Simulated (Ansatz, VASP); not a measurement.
# Two plane-wave programs on RbBr

```
CELL_PARAMETERS angstrom
0.00000 3.46083 3.46083
3.46083 0.00000 3.46083
3.46083 3.46083 0.00000
ATOMIC_POSITIONS crystal
Rb 0.00000 0.00000 0.00000
Br 0.50000 0.50000 0.50000
```

Alike in both runs: task single point; functional r2SCAN; k mesh 6 × 6 × 6; no spin polarisation.

|  | VASP | Ansatz |
| --- | --- | --- |
| version | VASP 6.6.1 | Ansatz 0.2.0 |
| potentials or method | VASP PAW PBE potentials, release 64 (Rb_sv, Br) | plane waves, PAW |
| plane-wave cutoff (eV) | 520 | 500 |
| occupations | gaussian, width 0.01 eV | fixed |
| valence electrons in the cell | 16 | 16 |

```tsv
	VASP	Ansatz	Ansatz less VASP
gap on the k mesh at the Fermi level (eV)	4.89	4.89	0.000
pressure (GPa)	0.0	0.0	-0.02
```

Caveats: the PAW data sets were made with another functional, which shifts forces and pressure a little (VASP). r2SCAN opens gaps a little over a GGA but as a rule still falls short of measured ones.
